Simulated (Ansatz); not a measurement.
Yb:

```xyz
1
Lattice="-2.1515 2.1515 2.1515 2.1515 -2.1515 2.1515 2.1515 2.1515 -2.1515" Properties=species:S:1:pos:R:3 pbc="T T T"
Yb    0.0000    0.0000    0.0000
```

This isn't the form of Yb at room conditions, which is fcc.

Base run:

```yaml
Program: Ansatz 0.2.0
Functional: PBE
Potentials_or_basis: Ansatz PAW
Cutoff: "420 eV (not typed: the program's choice for these potentials)"
k_mesh: 7 × 7 × 7
Occupations: fermi-dirac, width 0.05 eV
Spin: collinear spin, ferromagnetic start
Starting_moments: "[1.0] μB"
Fixed_moment: 1 μB
```

Its results: pressure -1.5 GPa; site moments Yb +0.57 μB.

The run is repeated on the same cell with these changes: fixed moment from 1 μB to 2 μB; moments at the start from [1.0] to [2.0]. What comes out?

Pressure -2.2 GPa; site moments Yb +1.18 μB.

Caveats: the total moment is fixed, so each spin has its own Fermi level; the thresholds are loose for stress.
